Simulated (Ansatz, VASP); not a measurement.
**Pd in VASP and in Ansatz**

The input INCAR:

```
SYSTEM = Pd
PREC     = Accurate       ! precision mode
ENCUT    = 600            ! plane-wave cutoff, eV
EDIFF    = 1E-6           ! SCF threshold, eV
ISMEAR   = -1             ! smearing method
SIGMA    = 0.05           ! smearing width, eV
LREAL    = .False.        ! projectors in reciprocal space
LASPH    = .True.         ! aspherical terms in the spheres
NELM     = 80             ! most SCF steps
ALGO     = Normal         ! electronic algorithm
ISIF     = 3              ! what is computed and relaxed
LWAVE    = .False.        ! write WAVECAR
LCHARG   = .False.        ! write CHGCAR
GGA      = PS             ! functional
IVDW     = 13             ! dispersion correction
IBRION   = 2              ! ionic algorithm
NSW      = 60             ! ionic steps
EDIFFG   = -0.01          ! ionic threshold
```

Contents of KPOINTS:

```
regular mesh
0
Gamma
  12 12 12
  0 0 0
```

File POSCAR:

```
Pd
1.0
   -1.5722810000      1.5722810000      1.5722810000
    1.5722810000     -1.5722810000      1.5722810000
    1.5722810000      1.5722810000     -1.5722810000
Pd
1
Direct
    0.0000000000      0.0000000000      0.0000000000
```

input.yaml

```yaml
crystal:
  lattice:
    - [-1.572281, 1.572281, 1.572281]
    - [1.572281, -1.572281, 1.572281]
    - [1.572281, 1.572281, -1.572281]
  atoms:
    - { symbol: Pd, position: [0.0, 0.0, 0.0] }
hamiltonian:
  xc: pbesol
  pseudopotentials: { kind: paw }
  dispersion: d4
kpoints:
  mp_grid: { grid: [12, 12, 12] }
scf:
  occupations: { method: fermi_dirac, width: 0.05 }
output:
  forces: true
  stress: true
  eigenvalues: true
relax:
  f_tol: 0.01
  max_steps: 40
  cell: { stress_tol: 0.05 }
```

This isn't the form of Pd at room conditions, which is fcc.

Alike in both runs: task relaxation of cell and atoms; functional PBEsol; dispersion D4; k mesh 12 × 12 × 12; occupations fermi-dirac, width 0.05 eV; no spin polarisation.

|  | VASP | Ansatz |
| --- | --- | --- |
| version | VASP 6.6.1 | Ansatz 0.2.0 |
| potentials or method | VASP PAW PBE potentials, release 64 (Pd) | Ansatz PAW |
| plane-wave cutoff (eV) | 600 | 420 |
| valence electrons in the cell | 10 | 18 |

VASP gave:

| Quantity | Value |
| --- | --- |
| gap on the k mesh at the Fermi level, each at its own relaxed structure (eV) | none |
| relaxed volume (Å³/atom) | 14.43 |
| relaxed cell length with the largest relative difference (Å) | 2.656 |
| energy change over the relaxation (meV/atom) | -49 |

Question: Estimate Ansatz's values.

Answer: gap on the k mesh at the Fermi level, each at its own relaxed structure (eV): none; relaxed volume (Å³/atom): 14.45; relaxed cell length with the largest relative difference (Å): 2.658; energy change over the relaxation (meV/atom): -47.

A gap of «none» marks a metal or a gap that the smearing closes. The two sets of potentials don't hold the same shells in valence.

Caveats: pairwise dispersion overbinds metals, which lowers pressure and volume; the PAW data sets were made with another functional, which shifts forces and pressure a little (VASP); the plane-wave basis is chosen anew once the cell has moved, so the energies of steps on either side of that aren't comparable (Ansatz); the PAW data sets come from PBE, with cores solved anew for the run's functional, which leaves a small shift of forces and pressure (Ansatz).
